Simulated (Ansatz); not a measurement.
Input and command of a plane-wave DFT calculation in Ansatz:

```yaml
crystal:
  lattice:
    - [0.0, 2.8941144496, 2.7783498716]
    - [2.8941144496, 0.0, 2.7783498716]
    - [2.8941144496, 2.8941144496, 0.0]
  atoms:
    - { symbol: In, position: [0.0, 0.0, 0.0] }
    - { symbol: P, position: [0.5, 0.5, 0.5] }
basis:
  ecutwfc: 420
kpoints:
  mp_grid: { grid: [6, 6, 6] }
hamiltonian:
  xc: pbesol
scf:
  occupations: { method: gaussian, width: 0.15 }
output:
  forces: true
  stress: true
  eigenvalues: true
```

```bash
ansatz run input.yaml --threads 1 --pin off --max-ram 2560MiB --backend cpu --events-out ev --progress --plain --runs-dir out
```

Processor: AMD EPYC (Zen 3), 1 thread, on a host shared with other jobs.

**Question.** How long does it run, and how much memory does it take?

**Answer.** About 3.9 s on 1 thread of AMD EPYC (Zen 3), on a shared host, peak memory 0.33 GiB. It solves 13 bands at 30 k points (the mesh reduced by the symmetry that the task leaves, which can be less than the crystal's) with about 925 plane waves, in 7 SCF iterations.
